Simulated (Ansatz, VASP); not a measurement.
## Cross-check of InGa7As8 (random alloy of the zinc-blende GaAs-InAs line, x = 0.125) between VASP and Ansatz

Wanted: the spread between two codes on one cell, functional and k mesh. Of the first pair: The structure shown is the start of the Ansatz relaxation below; VASP solves that cell, so the two are compared at the walk's first step.

Program: Ansatz 0.2.0. Level of theory: plane waves, with VASP 6.6.1 beside it; PBE. Results are calculated unless marked as measured.

## Step 1: The structure

The cell holds 64 atoms: 28 Ga, 32 As and 4 In. Cell: a = 11.610 Å, b = 11.610 Å, c = 11.610 Å, α = 90.0°, β = 90.0°, γ = 90.0°. It derives from GaAs (zinc-blende GaAs-InAs), repeated 2×2×2. Zinc-blende GaAs-InAs: 64 atoms, 4 of 32 Ga sites given to In at random, cell and internal coordinates interpolated linearly between the end members (Vegard's rule); (so at first; earlier steps may have moved the atoms), displaced by a Gaussian of 0.02 A. Lattice constants are starting values near those of PBE.

## Step 2: Ansatz: relaxation, PBE

Ansatz runs on its default PAW (the set named soft_2) files.

The two programs are compared at the cell with which this relaxation starts, whose forces are those of its first step.

Contents of input.yaml:

```yaml
crystal:
  lattice:
    - [11.61, 0.0, 0.0]
    - [0.0, 11.61, 0.0]
    - [0.0, 0.0, 11.61]
  atoms:
    - { symbol: Ga, position: [0.0028, 0.99895, 0.99909] }
    - { symbol: As, position: [0.12315, 0.12649, 0.12104] }
    - { symbol: Ga, position: [0.00301, 0.24869, 0.25055] }
    - { symbol: As, position: [0.12457, 0.37752, 0.37145] }
    - { symbol: Ga, position: [0.24944, 0.99934, 0.25195] }
    - { symbol: As, position: [0.37311, 0.1247, 0.37349] }
    - { symbol: Ga, position: [0.25007, 0.251, 0.9981] }
    - { symbol: As, position: [0.37697, 0.37655, 0.12587] }
    - { symbol: Ga, position: [0.00155, 0.99882, 0.49979] }
    - { symbol: As, position: [0.12339, 0.12454, 0.62591] }
    - { symbol: Ga, position: [0.99881, 0.24932, 0.74882] }
    - { symbol: As, position: [0.12354, 0.37384, 0.87498] }
    - { symbol: Ga, position: [0.24808, 0.0004, 0.75286] }
    - { symbol: As, position: [0.37628, 0.12467, 0.87347] }
    - { symbol: Ga, position: [0.24871, 0.25292, 0.50009] }
    - { symbol: As, position: [0.3739, 0.37533, 0.62862] }
    - { symbol: Ga, position: [0.00021, 0.50106, 0.00052] }
    - { symbol: As, position: [0.12439, 0.62303, 0.1244] }
    - { symbol: Ga, position: [0.99964, 0.75101, 0.25145] }
    - { symbol: As, position: [0.1266, 0.87549, 0.37652] }
    - { symbol: In, position: [0.2487, 0.50216, 0.25088] }
    - { symbol: As, position: [0.37449, 0.62584, 0.37487] }
    - { symbol: Ga, position: [0.25195, 0.75262, 0.00376] }
    - { symbol: As, position: [0.37259, 0.87251, 0.12413] }
    - { symbol: Ga, position: [0.00028, 0.50151, 0.50054] }
    - { symbol: As, position: [0.12152, 0.62447, 0.62643] }
    - { symbol: Ga, position: [0.0004, 0.75131, 0.74962] }
    - { symbol: As, position: [0.12465, 0.87532, 0.87571] }
    - { symbol: In, position: [0.25034, 0.50021, 0.74884] }
    - { symbol: As, position: [0.37565, 0.62521, 0.87695] }
    - { symbol: Ga, position: [0.25207, 0.75032, 0.49935] }
    - { symbol: As, position: [0.3739, 0.87573, 0.62513] }
    - { symbol: Ga, position: [0.49941, 8.0e-05, 0.99893] }
    - { symbol: As, position: [0.6262, 0.12423, 0.12711] }
    - { symbol: Ga, position: [0.5007, 0.25102, 0.24811] }
    - { symbol: As, position: [0.62529, 0.37628, 0.37336] }
    - { symbol: Ga, position: [0.74954, 6.0e-05, 0.24763] }
    - { symbol: As, position: [0.87554, 0.12646, 0.37352] }
    - { symbol: Ga, position: [0.7506, 0.24774, 0.99993] }
    - { symbol: As, position: [0.87222, 0.37693, 0.1257] }
    - { symbol: Ga, position: [0.49996, 0.99866, 0.50219] }
    - { symbol: As, position: [0.62839, 0.1218, 0.62713] }
    - { symbol: In, position: [0.5028, 0.25058, 0.74793] }
    - { symbol: As, position: [0.62649, 0.37469, 0.87396] }
    - { symbol: Ga, position: [0.74788, 0.00095, 0.75137] }
    - { symbol: As, position: [0.87393, 0.1259, 0.87303] }
    - { symbol: In, position: [0.75138, 0.25008, 0.49968] }
    - { symbol: As, position: [0.87482, 0.3765, 0.62629] }
    - { symbol: Ga, position: [0.50091, 0.50024, 0.00013] }
    - { symbol: As, position: [0.62607, 0.6254, 0.12618] }
    - { symbol: Ga, position: [0.49947, 0.74581, 0.25179] }
    - { symbol: As, position: [0.62877, 0.87576, 0.37483] }
    - { symbol: Ga, position: [0.74976, 0.49979, 0.25003] }
    - { symbol: As, position: [0.87307, 0.62411, 0.37328] }
    - { symbol: Ga, position: [0.75043, 0.74949, 0.00085] }
    - { symbol: As, position: [0.8747, 0.8767, 0.12537] }
    - { symbol: Ga, position: [0.50377, 0.49673, 0.49889] }
    - { symbol: As, position: [0.62655, 0.62936, 0.62457] }
    - { symbol: Ga, position: [0.50008, 0.74961, 0.75229] }
    - { symbol: As, position: [0.62451, 0.87617, 0.87445] }
    - { symbol: Ga, position: [0.74781, 0.50054, 0.75087] }
    - { symbol: As, position: [0.87723, 0.62481, 0.87394] }
    - { symbol: Ga, position: [0.75097, 0.75041, 0.50048] }
    - { symbol: As, position: [0.87487, 0.877, 0.62564] }
kpoints:
  mp_grid: { grid: [1, 1, 1] }
hamiltonian:
  xc: pbe
scf:
  occupations: { method: fermi_dirac, width: 0.05 }
output:
  forces: true
relax:
  f_tol: 0.05
  max_steps: 150
  cell: {}
```

Run with:

```console
$ ansatz run input.yaml --threads 4 --pin off --max-ram 8192MiB --backend cpu --events-out ev --progress --plain --runs-dir out
```

Numbers of over 12 decimals in the logs are rounded to 6 here.

The log of the run:

```text
Engine: ansatz 0.2.0, aarch64-unknown-linux-gnu
Pseudopotentials: kind: paw
Pseudopotential: Ga, paw, valence charge 13, recommended cutoff 420 eV (normal), Ga.paw.azcp
Pseudopotential: As, paw, valence charge 15, recommended cutoff 420 eV (normal), As.paw.azcp
Pseudopotential: In, paw, valence charge 13, recommended cutoff 420 eV (normal), In.paw.azcp
Functional definition: PBE
  parameter kappa = 0.804
  parameter beta = 0.066725
  exchange = pbe_x(kappa = kappa, mu = beta*pi^2/3)
  correlation = pbe_c(beta = beta)
Crystal: 64 atoms, lattice volume = 1564.936 Å³
Basis set: ecut = 420 eV, 30647 PW (Γ), exchange–correlation on 160×160×160 points (8 copies of the dense FFT grid, shifted against one another)
Bands: 538, of which v1, the nominal top of the filled ones, is band 448 counted from 1 (447 counted from 0)
Symmetry: 1 space group operations
Space group: P1 (ITA 1), of the structure as read, at distance tolerance 1.2e-4 Å
k-points: 1
Non-local potential: Ga, projectors of the file, l = 0: 2, l = 1: 2, l = 2: 3, l = 3: 1
Non-local potential: As, projectors of the file, l = 0: 2, l = 1: 2, l = 2: 3, l = 3: 1
Non-local potential: In, projectors of the file, l = 0: 2, l = 1: 2, l = 2: 2, l = 3: 2
PAW form: soft (Blöchl's): semilocal exchange-correlation on the pseudo side does not see the compensation charge
PAW one-centre angular grid: Ga, 590 points (default); XC on 64 Gauss nodes
PAW one-centre angular grid: As, 590 points (default); XC on 64 Gauss nodes
PAW one-centre angular grid: In, 590 points (default); XC on 64 Gauss nodes
Initial density: superposition of atomic densities (neutral atoms: chi_scale 0, normalization atom), corrected by the library's trained network
Initial wavefunctions: pseudopotential atomic-orbital guess
Functional: x = pbe(κ = 0.804, μ = 0.219515), c = pbe(β = 0.066725)
SCF iter   1: F=—  HF=-283726.060729 eV  |F-HF|=—  |Δ(HF+E_count)|=         —  Δρ=7.55e-4  dr2=1.11e-2  ethr=1.77e-3  ⟨swp⟩=5.0  Hψ=1794  notcnv=0  defer=40
preconditioner: auto → LDOS  [insulator: Δε(μ)=0.687 eV  Ē_g=14.266 eV  σ=0.050 eV  W_gap=0.64  n_scr=436 (ndim 8)  ℏωp=22.5 eV  f_vac=0.107  D(μ)=29.35/eV (n_scr^D=170)  ε∞_Penn≈3.5  β→1.0]
SCF iter   2: F=—  HF=-283726.039501 eV  |F-HF|=—  |Δ(HF+E_count)|=   2.12e-2  Δρ=8.86e-4  dr2=7.86e-3  ethr=1.24e-6  ⟨swp⟩=2.0  Hψ=1068  notcnv=0  defer=73
SCF iter   3: F=—  HF=-283726.033046 eV  |F-HF|=—  |Δ(HF+E_count)|=   6.45e-3  Δρ=1.21e-4  dr2=4.26e-4  ethr=8.77e-7  ⟨swp⟩=2.0  Hψ=908  notcnv=0  defer=73
SCF iter   4: F=—  HF=-283726.032852 eV  |F-HF|=—  |Δ(HF+E_count)|=   1.93e-4  Δρ=6.54e-5  dr2=1.36e-4  ethr=4.75e-8  ⟨swp⟩=2.0  Hψ=908  notcnv=0  defer=73
SCF iter   5: F=—  HF=-283726.032757 eV  |F-HF|=—  |Δ(HF+E_count)|=   9.57e-5  Δρ=2.54e-5  dr2=3.09e-5  ethr=1.51e-8  ⟨swp⟩=2.0  Hψ=908  notcnv=0  defer=73
SCF iter   6: F=—  HF=-283726.032894 eV  |F-HF|=—  |Δ(HF+E_count)|=   1.37e-4  Δρ=1.17e-5  dr2=6.91e-6  ethr=3.45e-9  ⟨swp⟩=3.0  Hψ=908  notcnv=0  defer=73
SCF iter   7: F=—  HF=-283726.032892 eV  |F-HF|=—  |Δ(HF+E_count)|=   1.53e-6  Δρ=4.58e-6  dr2=8.24e-7  ethr=7.71e-10  ⟨swp⟩=3.0  Hψ=908  notcnv=0  defer=73
SCF iter   8: F=-283726.032892 eV  HF=-283726.032892 eV  |F-HF|=3.02e-8  |Δ(HF+E_count)|=   2.71e-7  Δρ=9.34e-7  dr2=2.58e-8  ethr=1.12e-11  ⟨swp⟩=3.0  Hψ=1890  notcnv=0
SCF 1 converged in 8 iterations: F = -283726.032892 eV  dr2 = 2.58e-8
  greatest PAW one-centre occupation: 0.999 electrons in one spin orbital (limit 2), on the As atom at site 15 (counted from 0), in its partial waves of l = 2
relax step   1: F+E_penalty+E_count = -283726.03289182 eV  Δ(F+E_penalty+E_count) = +0.000e0 eV  max|allowed force component| = 2.129e0 eV/Å  Δτ_max = 0.0000 Å  P = +1.407 GPa  Ω = 1564.936 Å³  (8 SCF iters, dr2 threshold 1.00e-7 eV, accepted)
Crystal: 64 atoms, lattice volume = 1596.288 Å³
Basis set: ecut = 420 eV, 31319 PW (Γ), exchange–correlation on 160×160×160 points (8 copies of the dense FFT grid, shifted against one another)
Initial density: handed on by an earlier stage of this run
Initial wavefunctions: those handed on with the density
iter 1 solved again at ethr=3.34e-5 eV; its pass at ethr=3.10e-3 eV (dr2=3.00e-1 eV) is discarded
SCF iter   1: F=—  HF=-283727.720305 eV  |F-HF|=—  |Δ(HF+E_count)|=         —  Δρ=5.95e-3  dr2=3.01e-1  ethr=3.34e-5  ⟨swp⟩=3.0  Hψ=2323  notcnv=0
preconditioner: auto → LDOS  [insulator: Δε(μ)=0.713 eV  Ē_g=14.166 eV  σ=0.050 eV  W_gap=0.63  n_scr=436 (ndim 8)  ℏωp=22.3 eV  f_vac=0.115  D(μ)=27.23/eV (n_scr^D=146)  ε∞_Penn≈3.5  β→1.0]
SCF iter   2: F=—  HF=-283727.707032 eV  |F-HF|=—  |Δ(HF+E_count)|=   1.33e-2  Δρ=1.47e-3  dr2=4.19e-2  ethr=3.34e-5  ⟨swp⟩=8.0  Hψ=1008  notcnv=0
SCF iter   3: F=—  HF=-283727.698432 eV  |F-HF|=—  |Δ(HF+E_count)|=   8.60e-3  Δρ=5.45e-4  dr2=1.16e-2  ethr=4.67e-6  ⟨swp⟩=2.0  Hψ=978  notcnv=0  defer=17
[...]
atom  12  As    -0.01417091    -0.00310844    -0.01081291
  atom  13  Ga    -0.00169508     0.00403538    -0.00707240
  atom  14  As     0.00670196     0.00301280     0.00701420
  atom  15  Ga    -0.00360456     0.00507962     0.01040903
  atom  16  As    -0.00506444    -0.01167474    -0.00560650
  atom  17  Ga     0.00624718     0.00734655     0.01014391
  atom  18  As    -0.00916412    -0.00766134    -0.00553720
  atom  19  Ga     0.00224104    -0.00493184     0.00283589
  atom  20  As    -0.00654914     0.00491528     0.00008970
  atom  21  In    -0.00085695     0.00847050    -0.00966247
  atom  22  As     0.00597950    -0.01468721     0.00739547
  atom  23  Ga     0.00083773    -0.00276172    -0.00085176
  atom  24  As     0.00414217     0.00194941    -0.02080665
  atom  25  Ga    -0.00430207     0.00404943     0.00546547
  atom  26  As    -0.01244143    -0.00339394     0.00860020
  atom  27  Ga    -0.00084022     0.00479470    -0.00425919
  atom  28  As     0.00168044     0.00294439     0.00787762
  atom  29  In     0.00943792     0.00100449    -0.00237331
  atom  30  As     0.00235307     0.00744983     0.00384223
  atom  31  Ga    -0.00316544    -0.00327295     0.00275764
  atom  32  As     0.00674192    -0.00814235    -0.00998662
  atom  33  Ga    -0.00061607     0.00908866     0.00799137
  atom  34  As     0.01041652    -0.00885630     0.00089760
  atom  35  Ga    -0.00276146     0.00507410    -0.00484988
[...]
atom  57  Ga    -0.00644866     0.00624853     0.00283415
  atom  58  As     0.01157759     0.02431840    -0.00440263
  atom  59  Ga    -0.00314642    -0.00746456    -0.00036472
  atom  60  As     0.00960291    -0.00042067    -0.00416535
  atom  61  Ga    -0.00039955    -0.00570454    -0.00480075
  atom  62  As    -0.00191731    -0.01044229    -0.00062615
  atom  63  Ga    -0.00592377    -0.00919099     0.00899284
  atom  64  As     0.00732147    -0.00706762    -0.01262560
  max |Σ_I F_I| component: 1.24e-6 eV/Å
--- Stress (GPa, compression-positive) ---
       -0.003204      -0.007029       0.010382
       -0.007029       0.005308      -0.001136
        0.010382      -0.001136       0.013524
  P = ⅓ Tr σ = 0.0052 GPa (0.052 kbar)
--- Relaxed structure (3 steps of the walk, 3 accepted, 1 SCFs on fresh bases) ---
  F+E_penalty+E_count = -283727.73330096 eV   max|allowed force component| = 2.432e-2 eV/Å   (the final SCF, on the basis selected at the relaxed cell)
  cell:  # Å, volume = 1596.8250 Å³
    - [11.682345, 0.00823182, -0.00435585]
    - [0.00823182, 11.693200, 0.00417176]
    - [-0.00435585, 0.00417176, 11.689455]
  atoms:
    - { symbol: Ga, position: [-0.000127105, 1.000020, 0.999688] }
    - { symbol: As, position: [0.124874, 0.123518, 0.126083] }
    - { symbol: Ga, position: [-4.262362972928875e-5, 0.247920, 0.248605] }
    - { symbol: As, position: [0.117073, 0.368753, 0.380742] }
    - { symbol: Ga, position: [0.250292, 0.999994, 0.250516] }
    - { symbol: As, position: [0.375244, 0.124203, 0.373981] }
    - { symbol: Ga, position: [0.248545, 0.245844, 1.002153] }
    - { symbol: As, position: [0.380700, 0.369115, 0.116898] }
    - { symbol: Ga, position: [0.002493, 0.997974, 0.500303] }
    - { symbol: As, position: [0.124780, 0.124620, 0.626013] }
    - { symbol: Ga, position: [1.000024, 0.248154, 0.752623] }
    - { symbol: As, position: [0.119621, 0.368677, 0.882861] }
    - { symbol: Ga, position: [0.247560, -0.00177736, 0.750233] }
    - { symbol: As, position: [0.367950, 0.116990, 0.881128] }
    - { symbol: Ga, position: [0.248216, 0.246098, 0.497904] }
    - { symbol: As, position: [0.375011, 0.375631, 0.610787] }
    - { symbol: Ga, position: [-0.00318659, 0.500097, 0.00085507] }
    - { symbol: As, position: [0.118705, 0.631869, 0.118665] }
    - { symbol: Ga, position: [0.998157, 0.751692, 0.249790] }
    - { symbol: As, position: [0.125702, 0.875145, 0.373556] }
    - { symbol: In, position: [0.249845, 0.499824, 0.250135] }
    - { symbol: As, position: [0.380353, 0.634141, 0.379906] }
    - { symbol: Ga, position: [0.250257, 0.753614, 0.000421172] }
    - { symbol: As, position: [0.374882, 0.875158, 0.127262] }
    - { symbol: Ga, position: [-0.00222817, 0.502153, 0.500137] }
    - { symbol: As, position: [0.119036, 0.633690, 0.617804] }
    - { symbol: Ga, position: [-0.00134252, 0.752311, 0.749673] }
    - { symbol: As, position: [0.123941, 0.875002, 0.874306] }
    - { symbol: In, position: [0.248403, 0.501851, 0.750555] }
    - { symbol: As, position: [0.381549, 0.631666, 0.881583] }
    - { symbol: Ga, position: [0.250522, 0.754872, 0.500092] }
    - { symbol: As, position: [0.374352, 0.875458, 0.626770] }
    - { symbol: Ga, position: [0.500026, -0.00210266, 1.002503] }
    - { symbol: As, position: [0.625737, 0.124516, 0.124552] }
    - { symbol: Ga, position: [0.499848, 0.248148, 0.247724] }
    - { symbol: As, position: [0.619168, 0.381551, 0.366913] }
    - { symbol: Ga, position: [0.749993, -0.00171944, 0.247648] }
    - { symbol: As, position: [0.881432, 0.116803, 0.367875] }
    - { symbol: Ga, position: [0.752216, 0.250135, 1.002289] }
    - { symbol: As, position: [0.875025, 0.375206, 0.127277] }
    - { symbol: Ga, position: [0.498073, 0.995942, 0.498031] }
    - { symbol: As, position: [0.626007, 0.111034, 0.624296] }
    - { symbol: In, position: [0.500170, 0.249047, 0.751935] }
    - { symbol: As, position: [0.633250, 0.381845, 0.880369] }
    - { symbol: Ga, position: [0.751748, -0.00382947, 0.752429] }
    - { symbol: As, position: [0.873787, 0.124325, 0.875233] }
    - { symbol: In, position: [0.752528, 0.250927, 0.498100] }
    - { symbol: As, position: [0.880822, 0.381959, 0.633254] }
    - { symbol: Ga, position: [0.504330, 0.502200, 0.00160919] }
    - { symbol: As, position: [0.626184, 0.627626, 0.125790] }
    - { symbol: Ga, position: [0.502491, 0.752635, 0.250384] }
    - { symbol: As, position: [0.626575, 0.875455, 0.374305] }
    - { symbol: Ga, position: [0.750096, 0.502307, 0.248476] }
    - { symbol: As, position: [0.873929, 0.625560, 0.374042] }
    - { symbol: Ga, position: [0.750570, 0.750826, 0.000354496] }
    - { symbol: As, position: [0.874489, 0.875437, 0.123859] }
    - { symbol: Ga, position: [0.502385, 0.504285, 0.497743] }
    - { symbol: As, position: [0.625928, 0.625526, 0.625950] }
    - { symbol: Ga, position: [0.502022, 0.751676, 0.750636] }
    - { symbol: As, position: [0.625469, 0.875013, 0.876425] }
    - { symbol: Ga, position: [0.752368, 0.504927, 0.752331] }
    - { symbol: As, position: [0.875871, 0.627825, 0.875513] }
    - { symbol: Ga, position: [0.750267, 0.750081, 0.500159] }
    - { symbol: As, position: [0.874917, 0.875332, 0.624607] }
```

[end of part 1 of 2]

[Lines on the potential files, build, host, timing and source positions are cut from VASP's logs without a mark.]

[Logs are printed without paths, hosts, clocks, repeated set-up lines and the standing remarks that a program may print on its own settings, such as how far it seeks lower states.]

[Hosts, paths, dates, database ids (printed as entryN), source tags and the programs' standing remarks are cut or masked in the printed files.]
